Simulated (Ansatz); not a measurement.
# Ti2Co (Fd-3m) in Ansatz: relaxation of cell and atoms with PBEsol

Aim: the relaxation of cell and atoms of Ti2Co with PBEsol.

Program: Ansatz 0.2.0. These are calculated values, not measurements. Logs are shortened: lines on timing, memory, paths and dates and some standing lists are left out, and cuts for length are marked.

**1. Starting point**

Symmetry: Fd-3m, No. 227, cubic system. Conventional cell: a = 6.730 Å, b = 6.730 Å, c = 6.730 Å, α = 90.00°, β = 90.00°, γ = 90.00°. Co (site symmetry -43m) is surrounded by 12 Ti at 2.79 Å and 4 Co at 2.91 Å. Ti (site symmetry -3m) is surrounded by 6 Ti at 2.38 Å.

**2. Relaxation of cell and atoms, PBEsol, collinear spin, ferromagnetic start**

Contents of input.yaml:

```yaml
crystal:
  lattice:
    - [0.0, 3.365, 3.365]
    - [3.365, 0.0, 3.365]
    - [3.365, 3.365, 0.0]
  atoms:
    - { symbol: Co, position: [0.75, 0.75, 0.75], spin: 2.0 }
    - { symbol: Co, position: [0.5, 0.5, 0.5], spin: 2.0 }
    - { symbol: Ti, position: [0.125, 0.625, 0.125], spin: 1.0 }
    - { symbol: Ti, position: [0.125, 0.125, 0.625], spin: 1.0 }
    - { symbol: Ti, position: [0.625, 0.125, 0.125], spin: 1.0 }
    - { symbol: Ti, position: [0.125, 0.125, 0.125], spin: 1.0 }
hamiltonian:
  xc: pbesol
  pseudopotentials: { kind: paw }
magnetization:
  spin_polarized: true
kpoints:
  mp_grid: { grid: [7, 7, 7] }
scf:
  occupations: { method: fermi_dirac, width: 0.05 }
output:
  forces: true
  stress: true
  eigenvalues: true
relax:
  f_tol: 0.01
  max_steps: 40
  cell: { stress_tol: 0.05 }
```

Potentials or basis: Ansatz PAW.

Command:

```sh
$ ansatz run input.yaml --threads 2 --pin off --max-ram 5632MiB --backend cpu --events-out ev --progress --plain --runs-dir out
```

Log:

```text
Warning: RAYON_NUM_THREADS=2 ignored (pool sized by the plan → 2); use --threads N
Engine: ansatz 0.2.0, x86_64-unknown-linux-gnu
Pseudopotentials: kind: paw
Pseudopotential: Co, paw, valence charge 17, recommended cutoff 420 eV (normal), Co.paw.azcp
Pseudopotential: Ti, paw, valence charge 12, recommended cutoff 420 eV (normal), Ti.paw.azcp
Functional definition: PBEsol
  exchange = pbesol_x
  correlation = pbesol_c
Crystal: 6 atoms, lattice volume = 76.205 Å³
Basis set: ecut = 420 eV, 1459 PW (Γ), exchange–correlation on 64×64×64 points (8 copies of the dense FFT grid, shifted against one another)
Bands: 54, of which v1, the nominal top of the filled ones, is band 41 counted from 1 (40 counted from 0)
Symmetry: 48 space group operations
Space group: Fd-3m (ITA 227), of the structure as read, at distance tolerance 4.2e-5 Å
Magnetic group: BNS 227.128 (UNI 1630), of the structure as read, at distance tolerance 4.2e-5 Å
k-points: 20 of 343
Non-local potential: Co, projectors of the file, l = 0: 3, l = 1: 2, l = 2: 3, l = 3: 1
Non-local potential: Ti, projectors of the file, l = 0: 3, l = 1: 2, l = 2: 3, l = 3: 1
PAW form: soft (Blöchl's): semilocal exchange-correlation on the pseudo side does not see the compensation charge
PAW frozen core: Co, regenerated for the run's functional, and the local potential with it (the file was generated under x = pbe(κ = 0.804, μ = 0.2195149727645171), c = pbe(β = 0.06672455060314922))
PAW frozen core: Ti, regenerated for the run's functional, and the local potential with it (the file was generated under x = pbe(κ = 0.804, μ = 0.2195149727645171), c = pbe(β = 0.06672455060314922))
PAW one-centre angular grid: Co, 590 points (default); XC on 64 Gauss nodes
PAW one-centre angular grid: Ti, 590 points (default); XC on 64 Gauss nodes
Initial density: superposition of atomic densities (chi_scale 0.1, normalization cell)
Starting moments: Σ|m| = 8 μB on 6 of 6 sites
Initial wavefunctions: pseudopotential atomic-orbital guess
Functional: x = pbesol(κ = 0.804, μ = 0.12345679012345678), c = pbesol(β = 0.046)
SCF iter   1: F=—  HF=-20073.260858 eV  |F-HF|=—  |Δ(HF+E_count)|=         —  Δρ=8.09e-2 (↑8.09e-2 ↓4.82e-2)  dr2=8.46e0  dr2_m=7.74e-1  M=5.240 μB ∫|m|=5.408 μB  β_m=0.30  ethr=3.10e-3  ⟨swp⟩=5.0  Hψ=6635  notcnv=0
Mixer restart at iter 1: flushing history
preconditioner: auto → Kerker (q_TF=auto, 2.762 Å⁻¹)  [metal: Δε(μ)=0.056 eV  Ē_g=4.986 eV  σ=0.050 eV  W_gap=0.27  n_scr=26 (ndim 8)  ℏωp=24.8 eV  f_vac=0.000  D(μ)=5.18/eV (n_scr^D=58)]
spin=Collinear: Kerker preconditioning applied to the charge; magnetization (m = ρ↑ − ρ↓) channel mixes plain (no charge-response kernel on spin).
SCF iter   2: F=—  HF=-20074.163858 eV  |F-HF|=—  |Δ(HF+E_count)|=   9.03e-1  Δρ=3.84e-2 (↑3.84e-2 ↓2.32e-2)  dr2=1.53e0  dr2_m=4.43e-1  M=5.008 μB ∫|m|=5.221 μB  β_m=0.38  ethr=3.10e-3  ⟨swp⟩=2.0  Hψ=3490  notcnv=0  defer=136
SCF iter   3: F=—  HF=-20076.667868 eV  |F-HF|=—  |Δ(HF+E_count)|=    2.50e0  Δρ=2.43e-2 (↑2.43e-2 ↓1.97e-2)  dr2=5.92e-1  dr2_m=2.57e-1  M=4.507 μB ∫|m|=4.813 μB  β_m=0.60  ethr=1.86e-3  ⟨swp⟩=2.0  Hψ=2788  notcnv=0  defer=141
SCF iter   4: F=—  HF=-20078.318518 eV  |F-HF|=—  |Δ(HF+E_count)|=    1.65e0  Δρ=2.52e-2 (↑6.86e-3 ↓2.52e-2)  dr2=2.92e-1  dr2_m=1.41e-1  M=3.315 μB ∫|m|=3.817 μB  β_m=0.80  ethr=7.22e-4  ⟨swp⟩=2.1  Hψ=3452  notcnv=0  defer=130
SCF iter   5: F=—  HF=-20078.681862 eV  |F-HF|=—  |Δ(HF+E_count)|=         —  Δρ=4.11e-2 (↑3.17e-2 ↓4.11e-2)  dr2=1.71e-1  dr2_m=9.15e-1  M=1.569 μB ∫|m|=2.178 μB  β_m=0.80  ethr=3.56e-4  ⟨swp⟩=2.1  Hψ=3261  notcnv=0  defer=135
Mixer restart at iter 5: flushing history
SCF iter   6: F=—  HF=-20078.663969 eV  |F-HF|=—  |Δ(HF+E_count)|=   1.79e-2  Δρ=2.84e-2 (↑2.84e-2 ↓1.07e-2)  dr2=1.27e-1  dr2_m=2.56e-1  M=1.253 μB ∫|m|=1.767 μB  β_m=0.90  ethr=2.08e-4  ⟨swp⟩=2.6  Hψ=4291  notcnv=0  defer=136
SCF iter   7: F=—  HF=-20078.760642 eV  |F-HF|=—  |Δ(HF+E_count)|=   9.67e-2  Δρ=2.83e-2 (↑1.40e-2 ↓2.83e-2)  dr2=7.99e-1  dr2_m=3.96e-2  M=1.063 μB ∫|m|=1.493 μB  β_m=0.75  ethr=1.54e-4  ⟨swp⟩=3.0  Hψ=4782  notcnv=0  defer=139
SCF iter   8: F=—  HF=-20078.626998 eV  |F-HF|=—  |Δ(HF+E_count)|=   1.34e-1  Δρ=2.60e-3 (↑2.60e-3 ↓5.42e-4)  dr2=5.61e-3  dr2_m=1.21e-3  M=0.958 μB ∫|m|=1.315 μB  β_m=0.88  ethr=1.54e-4  ⟨swp⟩=3.0  Hψ=4481  notcnv=0  defer=144
[... 125 lines left out ...]
Mixer restart at iter 12: flushing history
SCF iter  13: F=-20079.022558 eV  HF=-20079.022558 eV  |F-HF|=3.64e-12  |Δ(HF+E_count)|=    0.00e0  Δρ=2.67e-8 (↑1.07e-8 ↓2.67e-8)  dr2=1.08e-12  dr2_m=5.18e-14  M=1.817 μB ∫|m|=2.600 μB  ethr=1.00e-12  ⟨swp⟩=1.2  Hψ=4490  notcnv=0
SCF 7 converged in 13 iterations: F = -20079.022558 eV  dr2 = 1.08e-12
relax step   7: F+E_penalty+E_count = -20079.02255778 eV  Δ(F+E_penalty+E_count) = -8.810e-5 eV  max|allowed force component| = 2.429e-17 eV/Å  Δτ_max = 0.0000 Å  P = +0.015 GPa  Ω = 84.995 Å³  stress off target by 1.50e-2 GPa  SCF on the basis re-selected at this cell (its energy is not comparable with the rows above)  (13 SCF iters)
basis re-selected at this cell: Δ(F+E_penalty+E_count) = -8.810e-5 eV, ΔP = -0.001 GPa vs the last step (what re-selecting the basis moved, of the pressure what is left beyond the Pulay correction that the steps carried, after the strain that the cell walked since its last selection, with what the two solves' SCF thresholds leave and, on support functions, any second-order correction that the steps lacked; it is no measure of the basis error at this ecutwfc). This SCF's stress stands 1.50e-2 GPa from its target on what of the cell is left free (relax.cell.stress_tol is 5.00e-2 GPa) and its largest allowed force component is 2.43e-17 eV/Å (relax.f_tol is 1.00e-2 eV/Å): within both
SCF converged after 13 iterations
Magnetization: 1.8174 μB (41.9087 up, 40.0913 down)
Absolute magnetization: 2.6422 μB (∫|ρ↑−ρ↓|, with the PAW one-centre terms)
Spin contamination: 0.2525 ħ² per cell (⟨S²⟩ above its minimum at these occupations)
Per-site moments (μB) at R_I (Å): [(1.0255990400100865, 1.193568302789542), (1.0255990400100863, 1.193568302789542), (-0.0005175783591708736, 1.017878468696322), (-0.000517578359171105, 1.017878468696322), (-0.0005175783591712589, 1.017878468696322), (-0.00051757835917097, 1.017878468696322)]
Free energy (F): -20079.022558 eV
Harris-Foulkes:  -20079.022558 eV  (|F-HF|=3.64e-12)
Internal energy: -20078.939837 eV  (E = F + TS)
E sigma→0 (E₀):  -20078.981197 eV
Entropy (-TS):   -0.082721 eV (-13.787 meV/atom)
Fermi energy:    15.127378 eV
--- Per-component energies (eV) ---
  E_band       = -1103.813376
  E_kinetic    = 2012.434399
  E_local      = -9490.399739  (includes V_loc(G=0)·N_el)
  E_nonlocal   = 953.658452
  E_hartree    = 3990.258676
  E_xc         = -704.842262
  E_vxc        = -898.486331  (∫ρ·V_xc dr)
  E_paw        = -7058.664220  (= ΣΔE_a)
  E_vpaw       = -1661.538122  (= ΣTr[D̂ρ^β])
  E_aug_tail   = 0.000529  (compensation charges beyond the density's cutoff)
  E_ewald      = -9782.320049
  E_core_change = 0.934376  (= ΣΔE_core)
  E_smearing   = -0.082721  (= −TS)
  E_closure    = 0.000000  (closes the sum)
  Σ components = -20079.022558   (vs F -20079.022558, Δ=0.00e0)
--- Forces (eV/Å), atoms counted from 1 ---
  atom   1  Co     0.00000000    -0.00000000    -0.00000000
  atom   2  Co    -0.00000000     0.00000000     0.00000000
  atom   3  Ti    -0.00000000     0.00000000    -0.00000000
  atom   4  Ti    -0.00000000     0.00000000    -0.00000000
  atom   5  Ti    -0.00000000    -0.00000000     0.00000000
  atom   6  Ti     0.00000000     0.00000000    -0.00000000
  max |Σ_I F_I| component: 3.47e-18 eV/Å
--- Stress (GPa, compression-positive) ---
        0.015043       0.000000      -0.000000
       -0.000000       0.015043      -0.000000
       -0.000000      -0.000000       0.015043
  P = ⅓ Tr σ = 0.0150 GPa (0.150 kbar)
--- Band table (eV; the first three rows and the last of 40) ---
  k-point 0 ↑: bands = ["-79.7727", "-79.7705", "-43.1619", "-43.1619", "-43.1619", "-43.1520", "-43.1520", "-43.1520", "-40.9590", "-40.4526", "-40.4526", "-40.4526", "-18.7253", "-17.6383", "-17.6383", "-17.6383", "-17.2955", "-17.2955", "-16.4862", "-16.4862", "-16.4862", "-16.2731", "-16.2731", "-16.2731", "8.7505", "11.1409", "12.5289", "12.5289", "12.5289", "13.0892", "13.0892", "13.0892", "13.2432", "13.2432", "13.5441", "13.5441", "13.5441", "13.8137", "13.8137", "14.8008", "14.8008", "14.8008", "14.9754", "14.9754", "18.6454", "18.7168", "18.7168", "18.7168", "18.9667", "18.9667", "18.9667", "19.0107", "19.0107", "19.0107"]
  k-point 1 ↑: bands = ["-79.7726", "-79.7706", "-43.1621", "-43.1621", "-43.1618", "-43.1523", "-43.1519", "-43.1519", "-40.9410", "-40.4721", "-40.4527", "-40.4527", "-18.6556", "-17.6206", "-17.6065", "-17.6065", "-17.2795", "-17.2795", "-16.5275", "-16.5275", "-16.4861", "-16.3782", "-16.2858", "-16.2858", "8.9737", "11.3147", "12.5586", "12.5586", "12.5794", "12.7556", "13.1222", "13.1222", "13.2857", "13.2857", "13.6388", "13.6388", "13.6775", "13.8413", "13.8413", "14.7454", "14.8367", "14.8367", "15.0425", "15.0425", "17.9164", "18.1282", "18.1282", "18.4081", "18.6620", "18.6620", "18.6891", "18.9648", "18.9648", "19.5133"]
  k-point 2 ↑: bands = ["-79.7724", "-79.7708", "-43.1624", "-43.1624", "-43.1617", "-43.1527", "-43.1516", "-43.1516", "-40.8941", "-40.5226", "-40.4530", "-40.4530", "-18.4851", "-17.5479", "-17.5385", "-17.5385", "-17.2133", "-17.2133", "-16.6608", "-16.6575", "-16.6575", "-16.4859", "-16.3037", "-16.3037", "9.6071", "11.6630", "12.2262", "12.6342", "12.6342", "12.7531", "13.1859", "13.1859", "13.2991", "13.2991", "13.7071", "13.8180", "13.8180", "14.0767", "14.0767", "14.6039", "14.8166", "14.8166", "15.4132", "15.4132", "16.7603", "17.2097", "17.2097", "17.4303", "18.3719", "18.3719", "18.6279", "18.9332", "18.9332", "19.4412"]
  k-point 19 ↓: bands = ["-78.5798", "-78.5795", "-41.9993", "-41.9984", "-41.9925", "-41.9904", "-41.9845", "-41.9842", "-40.7435", "-40.6742", "-40.4530", "-40.4528", "-17.9208", "-17.6723", "-17.3586", "-17.3374", "-17.1661", "-17.1371", "-16.9273", "-16.9246", "-16.7387", "-16.6745", "-16.4788", "-16.3786", "11.5566", "11.7769", "12.3543", "12.7922", "13.5197", "13.5473", "13.7946", "13.8624", "13.9872", "14.1624", "14.2662", "14.3895", "14.3918", "14.6935", "14.8247", "14.9628", "15.0689", "15.1495", "15.9026", "16.0212", "16.0461", "16.5271", "16.5777", "17.0613", "17.4401", "17.7404", "17.7906", "17.9349", "18.6519", "18.7719"]
--- Relaxed structure (5 steps of the walk, 5 accepted, 2 SCFs on fresh bases) ---
  F+E_penalty+E_count = -20079.02255778 eV   max|allowed force component| = 2.429e-17 eV/Å   (the final SCF, on the basis selected at the relaxed cell)
  cell:  # Å, volume = 84.9945 Å³
    - [5.529619783683114e-34, 3.4896909946130825, 3.4896909946130825]
    - [3.4896909946130825, -2.359940110875994e-34, 3.4896909946130825]
    - [3.4896909946130825, 3.4896909946130825, -1.6719189482938655e-34]
  atoms:
    - { symbol: Co, position: [0.75, 0.75, 0.75] }
    - { symbol: Co, position: [0.5, 0.5, 0.5] }
    - { symbol: Ti, position: [0.125, 0.6250000000000001, 0.12499999999999994] }
    - { symbol: Ti, position: [0.125, 0.125, 0.6250000000000001] }
    - { symbol: Ti, position: [0.6250000000000001, 0.125, 0.12499999999999994] }
    - { symbol: Ti, position: [0.125, 0.125, 0.125] }
```

Run time: 54 s. Hardware: 2 threads of AMD EPYC 7R13 (Zen 3), shared host; peak memory 0.55 GiB.

What came out:

| Property | Result |
| --- | --- |
| Free energy | -20079.0226 eV |
| Relaxed volume | 14.17 Å³/atom |
| Relaxed cell | a = 4.935 Å, b = 4.935 Å, c = 4.935 Å, α = 60.00°, β = 60.00°, γ = 60.00° |
| Space group after relaxing (to 0.05 Å) | Fd-3m (No. 227) |
| Energy gained by relaxing | 65.4 meV/atom |
| Ionic steps | 7 |
| Pressure after relaxing | 0.0 GPa |
| Band gap on the k mesh | none (metal or under the smearing width) |
| Net moment | 1.82 μB per cell |
| Absolute moment | 2.64 μB per cell |
| Site moments | Co +1.03; Ti -0.00 μB |

Step by step:
```tsv
step	energy change (eV)	largest force (eV/Å)	volume (Å³)
1	0.0000	0.0000	76.21
2	-0.3338	0.0000	81.50
3	-0.3828	0.0000	84.30
4	-0.3838	0.0000	84.80
5	-0.3924	0.0000	84.80
6	-0.3925	0.0000	84.99
7	-0.3926	0.0000	84.99
```

Final structure:
```
Co Ti
1.0
     0.00000    3.48969    3.48969
     3.48969    0.00000    3.48969
     3.48969    3.48969    0.00000
Co Ti
2 4
Direct
  0.75000 0.75000 0.75000
  0.50000 0.50000 0.50000
  0.12500 0.62500 0.12500
  0.12500 0.12500 0.62500
  0.62500 0.12500 0.12500
  0.12500 0.12500 0.12500
```

Levels at points of the mesh, in eV from the Fermi level:
Spin up:
```csv
k point,band 38,band 39,band 40,band 41,band 42,band 43,band 44,band 45,band 46,band 47
"(0.00, 0.00, 0.00)",-1.31,-1.31,-0.33,-0.33,-0.33,-0.15,-0.15,3.52,3.59,3.59
```
Spin down:
```tsv
k point	band 38	band 39	band 40	band 41	band 42	band 43
(0.00, 0.00, 0.00)	-0.69	-0.69	0.22	0.22	0.25	0.25
```

Caveat: the plane-wave basis is chosen anew once the cell has moved, so the energies of steps on either side of that aren't comparable; the PAW data sets come from PBE, with cores solved anew for the run's functional, which leaves a small shift of forces and pressure.

**3. The reference run**

An earlier run on the cell as given: functional PBEsol; potentials or basis Ansatz PAW; cutoff 420 eV (not typed: the program's choice for these potentials); k mesh 7 × 7 × 7; occupations fermi-dirac, width 0.05 eV; collinear spin, ferromagnetic start; starting moments [2.0, 2.0, 1.0, 1.0, 1.0, 1.0] μB.

* Pressure: 15.9 GPa
* Band gap on the k mesh: none (metal or under the smearing width)
* Net moment: 0.94 μB per cell
* Absolute moment: 1.25 μB per cell
* Site moments: Co +0.49; Ti +0.01 μB
